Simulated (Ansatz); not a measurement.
# TiAl: the cost of one run

Program: Ansatz 0.2.0. Level of theory: DFT PBE, scalar-relativistic, plane waves, PAW. These are calculated values, not measurements.

2 further runs of the same task are left out: 2 set aside as unsound or not needed.

### Step 1. Starting point

It takes space group P4/mmm (No. 123, tetragonal). The conventional cell has a = 2.822 Å, b = 2.822 Å, c = 4.077 Å, α = 90.00°, β = 90.00°, γ = 90.00°. Around Ti (site symmetry 4/mmm) lie 4 Ti at 2.82 Å and 8 Al at 2.85 Å. Around Al (site symmetry 4/mmm) lie 4 Al at 2.82 Å and 8 Ti at 2.85 Å.

As a file:

```
CELL_PARAMETERS angstrom
-2.82209 0.00000 0.00000
0.00000 2.82209 4.07677
0.00000 2.82209 -4.07677
ATOMIC_POSITIONS crystal
Ti 0.00000 0.00000 0.00000
Ti 0.00000 0.50000 0.50000
Al 0.50000 0.50000 0.00000
Al 0.50000 0.00000 0.50000
```

It is built from the cell relaxed beforehand with the same method (16.23 Å³/atom).

### Step 2. The reference cell

The cell is repeated 2 times, 4 atoms in all. The reference gives a free energy of -6075.9818 eV, pressure 0.01 GPa, largest force 0.000 eV/Å and gap on the mesh none (metal). It was computed beforehand with the settings of the runs below.

### Step 3. The disturbance

A zone-boundary wave of random shape, sigma 0.05 Å. Displacements in the unstrained cell, with the mean shift removed:

```
atom  ux (Å)  uy (Å)  uz (Å)
 Ti1  -0.009   0.005  -0.035
 Ti2   0.009  -0.005   0.035
 Al3  -0.066  -0.009  -0.029
 Al4   0.066   0.009   0.029
```

### Step 4. Single point of the disturbed structure

File input.yaml:

```yaml
crystal:
  lattice:
    - [-2.8220914054, 0.0, 0.0]
    - [0.0, 2.8220914054, 4.076765125]
    - [0.0, 2.8220914054, -4.076765125]
  atoms:
    - { symbol: Ti, position: [1.0032775287, -0.0033575357, 0.0051602275] }
    - { symbol: Ti, position: [0.9967224713, 0.5033575357, 0.4948397725] }
    - { symbol: Al, position: [0.5233821756, 0.4947958685, 0.0019899899] }
    - { symbol: Al, position: [0.4766178244, 0.0052041315, 0.4980100101] }
basis:
  ecutwfc: 420
kpoints:
  mp_grid: { grid: [12, 8, 8] }
hamiltonian:
  xc: pbe
scf:
  occupations: { method: gaussian, width: 0.15 }
output:
  forces: true
  stress: true
  eigenvalues: true
```

The run is started by

```sh
ansatz run input.yaml --threads 1 --pin off --max-ram 2560MiB --backend cpu --events-out ev --progress --plain --runs-dir out
```

What time and memory should one allow on 1 thread of Intel Xeon at 2.50GHz (Skylake/Cascade Lake), shared host?

About 45 s, with a peak of 0.65 GiB.
